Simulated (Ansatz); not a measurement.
## Structure types of Ge compared at 24 GPa

Structure types of Ge are relaxed in primitive cells with their symmetry kept at 24 GPa, first on PAW files, then by LAPW. The enthalpy is E + pV at zero temperature, without zero-point motion. Only the types listed were tried, and differences under about 5 meV/atom are mesh noise. The real phase may be another.

Level of theory: DFT with PBE, scalar-relativistic, in Ansatz 0.2.0; Fermi–Dirac smearing of 0.05 eV, no spin polarisation. LAPW: all electrons, basis error target 0.5 meV/atom; PAW: frozen-core files, cutoff 420 eV.

k meshes: bcc 17×17×17, hcp 16×16×9, sc 15×15×15, diamond 12×12×12, beta tin 16×16×16.

```json
{"start type": "bcc", "ends as": "bcc, Im-3m", "a, b, c (Å)": "3.134, 3.134, 3.134", "V (Å³/atom)": "15.40", "H − H(lowest), LAPW (meV/atom)": "80.2"}
{"start type": "hcp", "ends as": "hcp, P6_3/mmc", "a, b, c (Å)": "2.793, 2.793, 4.571", "V (Å³/atom)": "15.44", "H − H(lowest), LAPW (meV/atom)": "81.5"}
{"start type": "sc", "ends as": "sc, Pm-3m", "a, b, c (Å)": "2.522, 2.522, 2.522", "V (Å³/atom)": "16.03", "H − H(lowest), LAPW (meV/atom)": "?"}
{"start type": "diamond", "ends as": "diamond, Fd-3m", "a, b, c (Å)": "5.330, 5.330, 5.330", "V (Å³/atom)": "18.93", "H − H(lowest), LAPW (meV/atom)": "?"}
{"start type": "beta tin", "ends as": "beta tin, I4_1/amd", "a, b, c (Å)": "4.866, 4.866, 2.633", "V (Å³/atom)": "15.59", "H − H(lowest), LAPW (meV/atom)": "0.0"}
```

Q: Fill in "H − H(lowest), LAPW (meV/atom)" for the row "sc".

A: 94.4.

Q: Fill in "H − H(lowest), LAPW (meV/atom)" for the row "diamond".

A: 342.3.

Q: Split the lead of beta tin over bcc into energy and pV.

A: For bcc less beta tin: ΔE = +108.5 meV/atom, and p·ΔV = 24 GPa × -0.1884 Å³ × 6.242 meV/(GPa·Å³) = -28.2 meV/atom, together 80.3 meV/atom. beta tin wins by its internal energy, though it is the less dense.
